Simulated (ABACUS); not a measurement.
# Cr (Im-3m) in ABACUS: notebook

One crystal, Cr, is run at these levels: PBE; tasks: equation of state.

Program: ABACUS 3.10.1. These are calculated values, not measurements. Logs are shortened: lines on timing, memory, paths and dates and some standing lists are left out, and cuts for length are marked.

### 1 The crystal as given

It takes space group Im-3m (No. 229, cubic). Conventional cell: a = 2.969 Å, b = 2.969 Å, c = 2.969 Å, α = 90.00°, β = 90.00°, γ = 90.00°. Cr (site symmetry m-3m) is surrounded by 8 Cr at 2.57 Å.

### 2 Equation of state, PBE, collinear spin, ferromagnetic start, 12.30 Å³/atom (volume scaled by 0.94)

INPUT reads:

```
INPUT_PARAMETERS
suffix              Cr
calculation         scf
basis_type          lcao
pseudo_dir          ./
orbital_dir         ./
symmetry            1
dft_functional      pbe
ecutwfc             100
pseudo_rcut         10
nspin               2
nbands              13
ks_solver           genelpa
smearing_method     fd
smearing_sigma      0.00367493
scf_thr             1e-07
scf_nmax            100
mixing_type         broyden
mixing_beta         0.4
cal_force           1
cal_stress          1
out_mul             1
```

STRU reads:

```
ATOMIC_SPECIES
Cr 51.9961 Cr.upf

NUMERICAL_ORBITAL
Cr_confined-atom_7au_3s2p2d1f.orb

LATTICE_CONSTANT
1.8897261246

LATTICE_VECTORS
-1.4541462833 1.4541462833 1.4541462833
1.4541462833 -1.4541462833 1.4541462833
1.4541462833 1.4541462833 -1.4541462833

ATOMIC_POSITIONS
Direct

Cr
0.0
1
0.0000000000 0.0000000000 0.0000000000 1 1 1 mag 3
```

KPT reads:

```
K_POINTS
0
Gamma
12 12 12 0 0 0
```

Potentials or basis: PseudoDojo NC SR 0.4.1 PBE standard, DZP LCAO (the cutoffs set its grid).

The run is started by

```sh
> OMP_NUM_THREADS=1 mpirun -np 4 abacus > log
```

running log:

```text
ABACUS v3.10.1

               Atomic-orbital Based Ab-initio Computation at UStc

 ------------------------------------------------------------------------------------

 READING GENERAL INFORMATION
                           global_out_dir = OUT.Cr/
                           global_in_card = INPUT
                               pseudo_dir = ./
                              orbital_dir = ./
                                    DSIZE = 4
                                    GSIZE = 1

 READING UNITCELL INFORMATION
                                    ntype = 1
                  lattice constant (Bohr) = 1.88973
              lattice constant (Angstrom) = 1

 READING ATOM TYPE 1
                               atom label = Cr
                      L=0, number of zeta = 3
                      L=1, number of zeta = 2
                      L=2, number of zeta = 2
                      L=3, number of zeta = 1
             number of atom for this type = 1
               magnetization of element 1 = 3

                        TOTAL ATOM NUMBER = 1
DIRECT COORDINATES
    atom                   x                   y                   z     mag                  vx                  vy                  vz
taud_Cr1            0.0000000000        0.0000000000        0.0000000000  3.0000        0.0000000000        0.0000000000        0.0000000000

                          Volume (Bohr^3) = 83.0005
                             Volume (A^3) = 12.2994

 Lattice vectors: (Cartesian coordinate: in unit of a_0)
             -1.45415            +1.45415            +1.45415
             +1.45415            -1.45415            +1.45415
             +1.45415            +1.45415            -1.45415
 Reciprocal vectors: (Cartesian coordinate: in unit of 2 pi/a_0)
                   +0           +0.343844           +0.343844
            +0.343844                  +0           +0.343844
            +0.343844           +0.343844                  +0
 The esolver type has been set to : ksdft_lcao

                PAO radial cut off (Bohr) = 10

 Read in pseudopotential file is Cr.upf
                     pseudopotential type = NC
          exchange-correlation functional = PBE
                 nonlocal core correction = 1
                        valence electrons = 14
                                     lmax = 2
                           number of zeta = 4
                     number of projectors = 6
                           L of projector = 0
                           L of projector = 0
                           L of projector = 1
                           L of projector = 1
                           L of projector = 2
                           L of projector = 2
     initial pseudo atomic orbital number = 10
 The readin total magnetization is 3

 SETUP THE ELECTRONS NUMBER
            electron number of element Cr = 14
      total electron number of element Cr = 14
            AUTOSET number of electrons:  = 14
                           occupied bands = 7
                                   NLOCAL = 26
                                   NBANDS = 13
                                   NBANDS = 13
                                   NLOCAL = 26

%%%%%%%%%%%%%%%%%%%%%%%%%%%%%%%%%%%%%%%%%%%%%%%%%%%%%%%%%%%%%%%%%%%%%%%%%%%%%%%%%%%%%%%%%%%%%%%%%%%%%%%%%%
 Warning: the number of valence electrons in pseudopotential > 6 for Cr: [Ar] 3d5 4s1
 Pseudopotentials with additional electrons can yield (more) accurate outcomes, but may be less efficient.
 If you're confident that your chosen pseudopotential is appropriate, you can safely ignore this warning.
%%%%%%%%%%%%%%%%%%%%%%%%%%%%%%%%%%%%%%%%%%%%%%%%%%%%%%%%%%%%%%%%%%%%%%%%%%%%%%%%%%%%%%%%%%%%%%%%%%%%%%%%%%

 SETUP THE PLANE WAVE BASIS
 energy cutoff for charge/potential (unit:Ry) = 400
            fft grid for charge/potential = [ 32, 32, 32 ]
                        fft grid division = [ 4, 4, 4 ]
        big fft grid for charge/potential = [ 8, 8, 8 ]
                                     nbxx = 128
                                     nrxx = 8192

 SETUP PLANE WAVES FOR CHARGE/POTENTIAL
                    number of plane waves = 11297
                         number of sticks = 689

 PARALLEL PW FOR CHARGE/POTENTIAL
     PROC   COLUMNS(POT)             PW
        1            172           2824
        2            172           2825
        3            173           2824
        4            172           2824
 --------------- sum -------------------
        4            689          11297
[... 52 lines left out ...]
(for k-lattice: )
                             BRAVAIS TYPE = 3
                     BRAVAIS LATTICE NAME = 03. Cubic F (face-centered)
                                    ibrav = 3
                       right hand lattice = 1
                        ROTATION MATRICES = 48
                               nkstot_ibz = 72
K-POINTS REDUCTION ACCORDING TO SYMMETRY
     IBZ    DIRECT_X    DIRECT_Y    DIRECT_Z  WEIGHT  ibz2bz
       1  0.00000000  0.00000000  0.00000000  0.0006       0
       2 -0.08333333  0.08333333  0.00000000  0.0069       1
       3 -0.16666667  0.16666667  0.00000000  0.0069       2
       4 -0.25000000  0.25000000  0.00000000  0.0069       3
       5 -0.33333333  0.33333333  0.00000000  0.0069       4
       6 -0.41666667  0.41666667  0.00000000  0.0069       5
[... 22 lines left out ...]
      29 -0.16666667  0.16666667  0.08333333  0.0139     178
      30  0.41666667  0.25000000  0.25000000  0.0139     183
[... 42 further k points ...]

                               nkstot now = 72
[... K-POINTS DIRECT COORDINATES: 72 rows ...]

           k-point number in this process = 72
       minimum distributed K point number = 72
[... stars of the k points ...]
                             nks(nspin=2) = 144
                          nkstot(nspin=2) = 144

[... K-POINTS CARTESIAN COORDINATES: 144 rows ...]

[... K-POINTS DIRECT COORDINATES: 144 rows ...]

 SETUP PLANE WAVES FOR WAVE FUNCTIONS
     energy cutoff for wavefunc (unit:Ry) = 100
              fft grid for wave functions = [ 32, 32, 32 ]
                    number of plane waves = 2347
                         number of sticks = 241

 PARALLEL PW FOR WAVE FUNCTIONS
     PROC   COLUMNS(POT)             PW
        1             60            587
        2             60            587
        3             61            587
        4             60            586
 --------------- sum -------------------
        4            241           2347

 SET NONLOCAL PSEUDOPOTENTIAL PROJECTORS
[... 5 lines left out ...]

 SETUP SEARCHING RADIUS FOR PROGRAM TO SEARCH ADJACENT ATOMS
                  longest orb rcut (Bohr) = 7
   longest nonlocal projector rcut (Bohr) = 1.74
                     search radius (Bohr) = 17.5
              searching radius is (Bohr)) = 17.5
         searching radius unit is (Bohr)) = 1.89
                         PeriodicBoundary = 1
                        Radius(unit:lat0) = 9.25
                                   glayer = [ 6, 6, 6 ]
                             glayer_minus = [ 5, 5, 5 ]

Find the coordinate range of the input atom(unit:lat0).
                                  min_tau = [ -21.8, -21.8, -21.8 ]
                                  max_tau = [ 21.8, 21.8, 21.8 ]
                                BoxNumber = [ 11, 11, 11 ]

 SETUP EXTENDED REAL SPACE GRID FOR GRID INTEGRATION
                          real space grid = [ 32, 32, 32 ]
                 big cell numbers in grid = [ 8, 8, 8 ]
             meshcell numbers in big cell = [ 4, 4, 4 ]
                        extended fft grid = [ 15, 15, 15 ]
                dimension of extened grid = [ 39, 39, 39 ]
                            UnitCellTotal = 125
              Atom number in sub-FFT-grid = 1
    Local orbitals number in sub-FFT-grid = 26
                                ParaV.nnr = 25181
                                 init_chg = atomic

 LCAO ALGORITHM --------------- ION=   1  ELEC=   1--------------------------------
          total magnetism (Bohr mag/cell) = 0.949594
       absolute magnetism (Bohr mag/cell) = 0.964647
                        nelec for spin up = 7.4748
                      nelec for spin down = 6.5252
[... 181 lines left out ...]
 Density error is 4.36427483951e-08
----------------------------------------------------------
     Energy           Rydberg                 eV
----------------------------------------------------------
 E_KohnSham     -177.9964066898      -2421.7653545067
 E_KS(sigma->0) -177.9962178931      -2421.7627857958
 E_Harris       -177.9964068059      -2421.7653560862
 E_band         -11.8363465356       -161.0417563874
 E_one_elec     -58.7290917663       -799.0502863866
 E_Hartree      36.8118799565        500.8513215010
 E_xc           -26.2924649641       -357.7273379771
 E_Ewald        -129.7863523225      -1765.8339142221
 E_entropy(-TS) -0.0003775934        -0.0051374219
 E_descf        0.0000000000         0.0000000000
 E_exx          0.0000000000         0.0000000000
 E_Fermi        1.3397762610         18.2285911941
----------------------------------------------------------

 charge density convergence is achieved
 final etot is -2421.7653545 eV
 EFERMI = 18.228591194 eV

 STATE ENERGY(eV) AND OCCUPATIONS    NSPIN == 2
SPIN UP :
 1/72 kpoint (Cartesian) = 0.0000 0.0000 0.0000 (360 pws)
       1       -53.7264    0.000578704
       2       -24.5935    0.000578704
       3       -24.5935    0.000578704
       4       -24.5935    0.000578704
       5        10.5830    0.000578704
       6        17.4401    0.000578704
       7        17.4401    0.000578704
       8        17.4401    0.000578704
       9        19.3541    9.70096e-14
      10        19.3541    9.70096e-14
      11        40.3639        0.00000
      12        40.3639        0.00000
      13        40.3639        0.00000
[... 61 lines left out ...]
 6/72 kpoint (Cartesian) = 0.14327 -0.14327 0.0000 (353 pws)
       1       -53.5764     0.00694444
       2       -25.2962     0.00694444
       3       -24.8173     0.00694444
       4       -24.5966     0.00694444
       5        14.0794     0.00694444
       6        16.0943     0.00694444
       7        18.4380    0.000103838
       8        19.3296    1.89806e-12
       9        19.6107    6.86238e-15
      10        20.6071    1.52242e-23
      11        28.6177        0.00000
      12        35.2975        0.00000
      13        38.9041        0.00000

[... levels at 138 further k points ...]

-------------------------------------------------
 Total Magnetism (uB)
-------------------------------------------------
                        Cr1        -0.0000000376
-------------------------------------------------

 correction force for each atom along direction 1 is 4.63456e-14
 correction force for each atom along direction 2 is 3.48477e-15
 correction force for each atom along direction 3 is 3.20827e-14
------------------------------------------------------------------------------------------
 TOTAL-FORCE (eV/Angstrom)
------------------------------------------------------------------------------------------
                       Cr1         0.0000000000         0.0000000000         0.0000000000
------------------------------------------------------------------------------------------

----------------------------------------------------------------
 TOTAL-STRESS (KBAR)
----------------------------------------------------------------
      -144.7530033234         0.0000000000        -0.0000000000
        -0.0000000000      -144.7530033234        -0.0000000000
        -0.0000000000        -0.0000000000      -144.7530033234
----------------------------------------------------------------
 TOTAL-PRESSURE: -144.753003 KBAR

 --------------------------------------------
 !FINAL_ETOT_IS -2421.7653545067460072 eV
 --------------------------------------------
```

It took 11 s on 4 MPI ranks of AMD EPYC 7B13 (Zen 3), shared host; peak memory 0.4 GiB.

What came out:

```
Free energy            : -2421.7654 eV
Pressure               : -14.5 GPa
Band gap on the k mesh : none (metal or under the smearing width)
Net moment             : 0.00 μB per cell
Absolute moment        : 0.00 μB per cell
```

Caveat: the atomic orbitals were generated for these runs and aren't a published set; the starting moments collapsed, and a magnetic state may lie lower; the basis of atomic orbitals isn't converged, which shifts pressures, moduli and gaps.

### 3 Equation of state, PBE, collinear spin, ferromagnetic start, 12.56 Å³/atom (volume scaled by 0.96)

INPUT is that of step 2.

STRU reads:

```
ATOMIC_SPECIES
Cr 51.9961 Cr.upf

NUMERICAL_ORBITAL
Cr_confined-atom_7au_3s2p2d1f.orb

LATTICE_CONSTANT
1.8897261246

LATTICE_VECTORS
-1.4643870875 1.4643870875 1.4643870875
1.4643870875 -1.4643870875 1.4643870875
1.4643870875 1.4643870875 -1.4643870875

ATOMIC_POSITIONS
Direct

Cr
0.0
1
0.0000000000 0.0000000000 0.0000000000 1 1 1 mag 3
```

KPT is that of step 2.

Potentials or basis: PseudoDojo NC SR 0.4.1 PBE standard, DZP LCAO (the cutoffs set its grid).

The run is started by

```sh
> OMP_NUM_THREADS=1 mpirun -np 4 abacus > log
```

It took 10 s on 4 MPI ranks of AMD EPYC 7B13 (Zen 3), shared host; peak memory 0.4 GiB.

Results (log left out):

```yaml
Free_energy: -2421.7385 eV
Pressure: -18.4 GPa
Band_gap_on_the_k_mesh: none (metal or under the smearing width)
Net_moment: 0.00 μB per cell
Absolute_moment: 0.00 μB per cell
```

Caveat: the atomic orbitals were generated for these runs and aren't a published set; the starting moments collapsed, and a magnetic state may lie lower; the basis of atomic orbitals isn't converged, which shifts pressures, moduli and gaps.

### 4 Equation of state, PBE, collinear spin, ferromagnetic start, 12.82 Å³/atom (volume scaled by 0.98)

INPUT is that of step 3.

STRU reads:

```
ATOMIC_SPECIES
Cr 51.9961 Cr.upf

NUMERICAL_ORBITAL
Cr_confined-atom_7au_3s2p2d1f.orb

LATTICE_CONSTANT
1.8897261246

LATTICE_VECTORS
-1.4744866279 1.4744866279 1.4744866279
1.4744866279 -1.4744866279 1.4744866279
1.4744866279 1.4744866279 -1.4744866279

ATOMIC_POSITIONS
Direct

Cr
0.0
1
0.0000000000 0.0000000000 0.0000000000 1 1 1 mag 3
```

KPT is that of step 3.

The run is started by

```sh
> OMP_NUM_THREADS=1 mpirun -np 4 abacus > log
```

Wall time 11 s (4 MPI ranks of AMD EPYC 7B13 (Zen 3), shared host); peak memory 0.4 GiB.

It converged, with:

| Item | Value |
| --- | --- |
| Free energy | -2421.7056 eV |
| Pressure | -21.8 GPa |
| Band gap on the k mesh | none (metal or under the smearing width) |
| Net moment | 0.00 μB per cell |
| Absolute moment | 0.00 μB per cell |

Caveat: the atomic orbitals were generated for these runs and aren't a published set; the starting moments collapsed, and a magnetic state may lie lower; the basis of atomic orbitals isn't converged, which shifts pressures, moduli and gaps.

### 5 Equation of state, PBE, collinear spin, ferromagnetic start, 13.08 Å³/atom

INPUT is that of step 4.

STRU reads:

```
ATOMIC_SPECIES
Cr 51.9961 Cr.upf

NUMERICAL_ORBITAL
Cr_confined-atom_7au_3s2p2d1f.orb

LATTICE_CONSTANT
1.8897261246

LATTICE_VECTORS
-1.4844496776 1.4844496776 1.4844496776
1.4844496776 -1.4844496776 1.4844496776
1.4844496776 1.4844496776 -1.4844496776

ATOMIC_POSITIONS
Direct

Cr
0.0
1
0.0000000000 0.0000000000 0.0000000000 1 1 1 mag 3
```

KPT is that of step 4.

The run is started by

```sh
> OMP_NUM_THREADS=1 mpirun -np 4 abacus > log
```

Run time: 10 s. Hardware: 4 MPI ranks of AMD EPYC 7B13 (Zen 3), shared host; peak memory 0.4 GiB.

Results (log left out):

* Free energy: -2421.6675 eV
* Pressure: -24.8 GPa
* Band gap on the k mesh: none (metal or under the smearing width)
* Net moment: 0.00 μB per cell
* Absolute moment: 0.00 μB per cell

Caveat: the atomic orbitals were generated for these runs and aren't a published set; the starting moments collapsed, and a magnetic state may lie lower; the basis of atomic orbitals isn't converged, which shifts pressures, moduli and gaps.

### 6 Equation of state, PBE, collinear spin, ferromagnetic start, 13.35 Å³/atom (volume scaled by 1.02)

INPUT is that of step 5.

STRU reads:

```
ATOMIC_SPECIES
Cr 51.9961 Cr.upf

NUMERICAL_ORBITAL
Cr_confined-atom_7au_3s2p2d1f.orb

LATTICE_CONSTANT
1.8897261246

LATTICE_VECTORS
-1.4942807567 1.4942807567 1.4942807567
1.4942807567 -1.4942807567 1.4942807567
1.4942807567 1.4942807567 -1.4942807567

ATOMIC_POSITIONS
Direct

Cr
0.0
1
0.0000000000 0.0000000000 0.0000000000 1 1 1 mag 3
```

KPT is that of step 5.

Potentials or basis: PseudoDojo NC SR 0.4.1 PBE standard, DZP LCAO (the cutoffs set its grid).

The run is started by

```sh
> OMP_NUM_THREADS=1 mpirun -np 4 abacus > log
```

It took 9.5 s on 4 MPI ranks of AMD EPYC 7B13 (Zen 3), shared host; peak memory 0.4 GiB.

The run converged. Its results:

```
Free energy            : -2421.6246 eV
Pressure               : -27.5 GPa
Band gap on the k mesh : none (metal or under the smearing width)
Net moment             : 0.00 μB per cell
Absolute moment        : 0.00 μB per cell
```

Caveat: the atomic orbitals were generated for these runs and aren't a published set; the starting moments collapsed, and a magnetic state may lie lower; the basis of atomic orbitals isn't converged, which shifts pressures, moduli and gaps.

### 7 Equation of state, PBE, collinear spin, ferromagnetic start, 13.61 Å³/atom (volume scaled by 1.04)

INPUT is that of step 6.

STRU reads:

```
ATOMIC_SPECIES
Cr 51.9961 Cr.upf

NUMERICAL_ORBITAL
Cr_confined-atom_7au_3s2p2d1f.orb

LATTICE_CONSTANT
1.8897261246

LATTICE_VECTORS
-1.5039841504 1.5039841504 1.5039841504
1.5039841504 -1.5039841504 1.5039841504
1.5039841504 1.5039841504 -1.5039841504

ATOMIC_POSITIONS
Direct

Cr
0.0
1
0.0000000000 0.0000000000 0.0000000000 1 1 1 mag 3
```

KPT is that of step 6.

The run is started by

```sh
> OMP_NUM_THREADS=1 mpirun -np 4 abacus > log
```

Run time: 9.5 s. Hardware: 4 MPI ranks of AMD EPYC 7B13 (Zen 3), shared host; peak memory 0.4 GiB.

It converged, with:

```
Free energy            : -2421.5779 eV
Pressure               : -29.8 GPa
Band gap on the k mesh : none (metal or under the smearing width)
Net moment             : 0.00 μB per cell
Absolute moment        : 0.00 μB per cell
```

Caveat: the atomic orbitals were generated for these runs and aren't a published set; the starting moments collapsed, and a magnetic state may lie lower; the basis of atomic orbitals isn't converged, which shifts pressures, moduli and gaps.

### 8 Equation of state, PBE, collinear spin, ferromagnetic start, 13.87 Å³/atom (volume scaled by 1.06)

INPUT is that of step 7.

STRU reads:

```
ATOMIC_SPECIES
Cr 51.9961 Cr.upf

NUMERICAL_ORBITAL
Cr_confined-atom_7au_3s2p2d1f.orb

LATTICE_CONSTANT
1.8897261246

LATTICE_VECTORS
-1.5135639255 1.5135639255 1.5135639255
1.5135639255 -1.5135639255 1.5135639255
1.5135639255 1.5135639255 -1.5135639255

ATOMIC_POSITIONS
Direct

Cr
0.0
1
0.0000000000 0.0000000000 0.0000000000 1 1 1 mag 3
```

KPT is that of step 7.

The run is started by

```sh
> OMP_NUM_THREADS=1 mpirun -np 4 abacus > log
```

It took 9.4 s on 4 MPI ranks of AMD EPYC 7B13 (Zen 3), shared host; peak memory 0.4 GiB.

Results (log left out):

```
Free energy            : -2421.5273 eV
Pressure               : -31.9 GPa
Band gap on the k mesh : none (metal or under the smearing width)
Net moment             : 0.00 μB per cell
Absolute moment        : 0.00 μB per cell
```

Caveat: the atomic orbitals were generated for these runs and aren't a published set; the starting moments collapsed, and a magnetic state may lie lower; the basis of atomic orbitals isn't converged, which shifts pressures, moduli and gaps.

### 9 Equation of state, PBE, collinear spin, ferromagnetic start

Potentials or basis: PseudoDojo NC SR 0.4.1 PBE standard, DZP LCAO (the cutoffs set its grid).

No new run: the results of the series are fitted here.

Results:

```yaml
Equilibrium_volume: "11.54 Å³/atom (rough: see the caveat)"
Bulk_modulus: 262 GPa (rough)
```

Energy against volume, from the lowest point:
```
volume (Å³/atom)  energy (meV/atom)
          12.299               0.00
          12.561              26.89
          12.823              59.77
          13.084              97.85
          13.346             140.76
          13.608             187.48
          13.870             238.02
```

Caveat: the atomic orbitals were generated for these runs and aren't a published set; the minimum lies outside the volumes run; the basis of atomic orbitals isn't converged, which shifts pressures, moduli and gaps.
